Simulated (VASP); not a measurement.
# BeTe (R-3m) in VASP: relaxation of cell and atoms with PBE

Aim: the relaxation of cell and atoms of BeTe with PBE.

Everything below comes from runs of VASP 6.6.1. Logs are shortened: lines on timing, memory, paths and dates and some standing lists are left out, and cuts for length are marked.

### Step 1. The crystal as given

Symmetry: R-3m, No. 166, trigonal system. The conventional cell has a = 4.323 Å, b = 4.323 Å, c = 9.086 Å, α = 90.00°, β = 90.00°, γ = 120.00°. Be (site symmetry -3m) is surrounded by 6 Te at 2.92 Å. Te (site symmetry -3m) has 6 Be at 2.92 Å as nearest neighbours.

The cell was built by a generator and needn't be a form met in nature.

### Step 2. Relaxation of cell and atoms, PBE

Contents of INCAR:

```
SYSTEM = BeTe
PREC = Normal
ENCUT = 520
EDIFF = 1E-4
ISMEAR = 0
SIGMA = 0.15
LREAL = .False.
LASPH = .True.
NELM = 60
ALGO = Fast
ISIF = 3
LWAVE = .False.
LCHARG = .False.
GGA = PE
IBRION = 2
NSW = 24
EDIFFG = -0.08
```

Contents of KPOINTS:

```
regular mesh
0
Gamma
  5 5 5
  0 0 0
```

Contents of POSCAR:

```
BeTe
1.0
    2.1613261400      1.2478422300      3.0288259900
   -2.1613261400      1.2478422300      3.0288259900
    0.0000000000     -2.4956844600      3.0288259900
Be Te
1 1
Direct
    0.5000000000      0.5000000000      0.5000000000
    0.0000000000      0.0000000000      0.0000000000
```

Potentials or basis: VASP PAW PBE potentials, release 64 (Be, Te).

Started as:

```bash
$ cat potpaw_PBE.64/Be/POTCAR potpaw_PBE.64/Te/POTCAR > POTCAR
$ mpirun -np 1 vasp_std > vasp.out
```

OUTCAR:

```text
SYSTEM = BeTe
   PREC = Normal
   ENCUT = 520
   EDIFF = 1E-4
   ISMEAR = 0
   LREAL = .False.
   LASPH = .True.
   NELM = 60
   ISIF = 3
   GGA = PE
   IBRION = 2
   NSW = 24
   EDIFFG = -0.08

 ion  position               nearest neighbor table
   1  0.500  0.500  0.500-   2 2.92   2 2.92   2 2.92   2 2.92   2 2.92   2 2.92
   2  0.000  0.000  0.000-   1 2.92   1 2.92   1 2.92   1 2.92   1 2.92   1 2.92

  LATTYP: Found a trigonal (rhomboedric) cell.
 ALAT       =     3.9245672108
 COS(alpha) =     0.3934214262

  Lattice vectors:

 A1 = (   2.1613261400,   1.2478422300,   3.0288259900)
 A2 = (  -2.1613261400,   1.2478422300,   3.0288259900)
 A3 = (   0.0000000000,  -2.4956844600,   3.0288259900)

Analysis of symmetry for initial positions (statically):
=====================================================================
 Subroutine PRICEL returns:
 Original cell was already a primitive cell.

 Routine SETGRP: Setting up the symmetry group for a
 trigonal (rhombohedral) supercell.

 Subroutine GETGRP returns: Found 12 space group operations
 (whereof 12 operations were pure point group operations)
 out of a pool of 12 trial point group operations.

The static configuration has the point symmetry D_3d.

Analysis of symmetry for dynamics (positions and initial velocities):
=====================================================================
 Subroutine PRICEL returns:
 Original cell was already a primitive cell.

 Routine SETGRP: Setting up the symmetry group for a
 trigonal (rhombohedral) supercell.

 Subroutine GETGRP returns: Found 12 space group operations
 (whereof 12 operations were pure point group operations)
 out of a pool of 12 trial point group operations.

The dynamic configuration has the point symmetry D_3d.

 Subroutine INISYM returns: Found 12 space group operations
 (whereof 12 operations are pure point group operations),
 and found     1 'primitive' translations

----------------------------------------------------------------------------------------

                                     Primitive cell

  volume of cell :      49.0124

  direct lattice vectors                    reciprocal lattice vectors
     2.161326140  1.247842230  3.028825990     0.231339450  0.133563893  0.110053643
    -2.161326140  1.247842230  3.028825990    -0.231339450  0.133563893  0.110053643
     0.000000000 -2.495684460  3.028825990     0.000000000 -0.267127787  0.110053643

  length of vectors
     3.924567211  3.924567211  3.924567212     0.288910123  0.288910123  0.288910122
[... 62 lines left out ...]
   ions per type =               1   1
   NGX,Y,Z   is equivalent  to a cutoff of  10.17, 10.17, 10.17 a.u.
   NGXF,Y,Z  is equivalent  to a cutoff of  20.33, 20.33, 20.33 a.u.
 SYSTEM =  BeTe
   PREC   = normal    normal or accurate (medium, high low for compatibility)
   ISTART =      0    job   : 0-new  1-cont  2-samecut
   ICHARG =      2    charge: 1-file 2-atom 10-const
   ISPIN  =      1    spin polarized calculation?
   LNONCOLLINEAR =      F non collinear calculations
   LSORBIT =      F    spin-orbit coupling
   LASPH  =      T    aspherical Exc in radial PAW
   ENCUT  =  520.0 eV  38.22 Ry    6.18 a.u.   7.30  7.30  7.30*2*pi/ulx,y,z
   NELM   =     60;   NELMIN=  2; NELMDL= -5     # of ELM steps
   EDIFF  = 0.1E-03   stopping-criterion for ELM
   LREAL  =      F    real-space projection
   EDIFFG = -.8E-01   stopping-criterion for IOM
   NSW    =     24    number of steps for IOM
   IBRION =      2    ionic relax: 0-MD 1-quasi-New 2-CG
   NFREE  =      1    steps in history (QN), initial steepest desc. (CG)
   ISIF   =      3    stress and relaxation
   ISYM   =      2    0-nonsym 1-usesym 2-fastsym
   POTIM  = 0.5000    time-step for ionic-motion
   TEBEG  =    0.0;   TEEND  =   0.0 temperature during run
   PSTRESS=    0.0 pullay stress
   NELECT =       8.0000    total number of electrons
   NUPDOWN=      -1.0000    fix difference up-down
   EMIN   =  10.00;   EMAX   =-10.00  energy-range for DOS
   EFERMI =   0.00;   METHOD = LEGACY
   ISMEAR =     0;   SIGMA  =   0.15  broadening in eV -4-tet -1-fermi 0-gaus
   EFERMI_NEDOS =   21; number of points for ismear=-14 and -15
   IALGO  =     68    algorithm
   IMIX   =      4    mixing-type and parameters
     AMIX     =   0.40;   BMIX     =  1.00
     AMIX_MAG =   1.60;   BMIX_MAG =  1.00
  volume/ion in A,a.u.               =      24.51       165.38
  Fermi-wavevector in a.u.,A,eV,Ry     =   0.894684  1.690707 10.890911  0.800459
  Thomas-Fermi vector in A             =   2.016920
   LORBIT       =      0    0 simple, 1 ext, 2 COOP (PROOUT), +10 PAW based schemes
   GGA     = PE    functional components
   LHFCALC =     F    Hartree Fock is set to
   AEXX    =    0.0000 exact exchange contribution
   IVDW    =     0    specifies the selected vdW correction
   LEPSILON=     F    determine dielectric tensor
   LRPA    =     F    only Hartree local field effects (RPA)
 conjugate gradient relaxation of ions
 non-spin polarized calculation
 RMM-DIIS sequential band-by-band and
 Gauss-broadening in eV      SIGMA  =   0.15
  energy-cutoff  :      520.00
  volume of cell :       49.01
 maximum number of plane-waves:      1334
   NGX = 15   NGY = 15   NGZ = 15

--------------------------------------- Ionic step        1  -------------------------------------------

 number of electron       8.0000001 magnetization

 Free energy of the ion-electron system (eV)
  ---------------------------------------------------
  ext. energy  EPLUGINS =         0.00000000
  ---------------------------------------------------
  free energy    TOTEN  =        -6.06377720 eV

  energy without entropy =       -6.05144728  energy(sigma->0) =       -6.05761224

 E-fermi :   4.8036     XC(G=0):  -9.0194

 val. band max:        4.7758759748   @ k =   0.4000  -0.0000  -0.0000
 cond. band min:       4.8635369972   @ k =  -0.2000   0.2000   0.0000
 fundamental gap:      0.0876610223
 Fermi energy:         4.8036455440

 k-point     1 :       0.0000    0.0000    0.0000
  band No.  band energies     occupation
      1      -7.2320      2.00000
      2       3.8917      2.00000
      3       3.8917      2.00000
      4       5.1733      0.00049
      5       5.4876      0.00000
      6       9.9257      0.00000
      7      10.4106      0.00000
      8      10.4313      0.00000
[... 375 lines left out ...]
--------------------------------------- Ionic step        6  -------------------------------------------

 number of electron       7.9999998 magnetization

 Free energy of the ion-electron system (eV)
  ---------------------------------------------------
  ext. energy  EPLUGINS =         0.00000000
  ---------------------------------------------------
  free energy    TOTEN  =        -6.54731460 eV

  energy without entropy =       -6.53655393  energy(sigma->0) =       -6.54193427

 E-fermi :   7.1468     XC(G=0):  -9.8869

 val. band max:        6.8070890666   @ k =   0.0000   0.0000   0.0000
 cond. band min:       7.1643526551   @ k =  -0.2000   0.2000   0.0000
 fundamental gap:      0.3572635885
 Fermi energy:         7.1467622817

 k-point     1 :       0.0000    0.0000    0.0000
  band No.  band energies     occupation
      1      -6.1611      2.00000
      2       6.8047      1.99874
      3       6.8071      1.99864
      4       6.8071      1.99864
      5       9.9793      0.00000
      6      13.2880      0.00000
      7      13.2882      0.00000
      8      13.8608      0.00000
[... 225 lines left out ...]
  FREE ENERGIE OF THE ION-ELECTRON SYSTEM (eV)
  ---------------------------------------------------
  free  energy   TOTEN  =        -6.5473146027 eV

  energy  without entropy=       -6.5365539297  energy(sigma->0) =       -6.54193427

 reached required accuracy - stopping structural energy minimisation
```

OSZICAR:

```text
N       E                     dE             d eps       ncg     rms          rms(c)
DAV:   1     0.139257753644E+02    0.13926E+02   -0.30385E+03   304   0.765E+02
DAV:   2    -0.560551217340E+01   -0.19531E+02   -0.18730E+02   448   0.866E+01
DAV:   3    -0.607542697998E+01   -0.46991E+00   -0.46593E+00   408   0.153E+01
[... 35 lines left out ...]
DAV:   1    -0.657146898232E+01   -0.40932E-01   -0.19697E+00   360   0.764E+00    0.828E-01
RMM:   2    -0.655344969283E+01    0.18019E-01   -0.39135E-02   304   0.167E+00    0.385E-01
RMM:   3    -0.654736830824E+01    0.60814E-02   -0.13964E-02   304   0.830E-01    0.108E-01
RMM:   4    -0.654728925857E+01    0.79050E-04   -0.14299E-03   305   0.353E-01    0.767E-02
RMM:   5    -0.654731460267E+01   -0.25344E-04   -0.23420E-04   246   0.153E-01
   6 F= -.65473146E+01 E0= -.65419343E+01  d E =-.295102E-01
```

CONTCAR:

```text
BeTe
   1.00000000000000
     1.9052299018541106    1.0999849975269271    3.1115706876017040
    -1.9052299018541106    1.0999849975269271    3.1115706876017040
     0.0000000000000000   -2.1999699950538543    3.1115706876017040
  Be              Te
     1     1
Direct
     0.5000000000000000    0.5000000000000000    0.5000000000000000
     0.0000000000000000    0.0000000000000000    0.0000000000000000

  0.00000000E+00  0.00000000E+00  0.00000000E+00
  0.00000000E+00  0.00000000E+00  0.00000000E+00
```

Wall time 22 s (1 thread of Intel Xeon Platinum 8175M at 2.50GHz (Skylake/Cascade Lake), shared host); peak memory 0.14 GiB.

What came out:

* Free energy: -6.5473 eV
* Relaxed volume: 19.56 Å³/atom
* Relaxed cell: a = 3.811 Å, b = 3.811 Å, c = 3.811 Å, α = 60.00°, β = 60.00°, γ = 60.00°
* Space group after relaxing (to 0.05 Å): Fm-3m (No. 225)
* Energy gained by relaxing: 241.8 meV/atom
* Ionic steps: 6
* Pressure after relaxing: -0.5 GPa
* Band gap on the k mesh: none (metal or under the smearing width)

Step by step:
```
step  energy change (eV)  largest force (eV/Å)  pressure (GPa)  volume (Å³)
   1              0.0000                0.0000           -9.54        49.01
   2             -0.4480                0.0000           -0.88        39.32
   3             -0.4539                0.0000            0.21        38.51
   4             -0.4540                0.0000            0.90        38.17
   5             -0.4668                0.0000            0.53        38.46
   6             -0.4835                0.0000           -0.51        39.13
```

Final structure:
```
Be Te
1.0
     1.90523    1.09998    3.11157
    -1.90523    1.09998    3.11157
     0.00000   -2.19997    3.11157
Be Te
1 1
Direct
  0.50000 0.50000 0.50000
  0.00000 0.00000 0.00000
```

Levels at points of the mesh, in eV from the Fermi level:
```csv
k point,band 1,band 2,band 3,band 4,band 5,band 6,band 7,band 8
"(0.00, 0.00, 0.00)",-13.31,-0.34,-0.34,-0.34,2.83,6.14,6.14,6.71
```

Caveat: the k mesh is coarse (spacing up to 0.36 Å⁻¹), so the values aren't converged; the volume moved by over 15 % at a fixed basis, so the end points are rough; the relaxation stopped at a loose force limit of 0.08 eV/Å, so its end isn't a converged minimum.
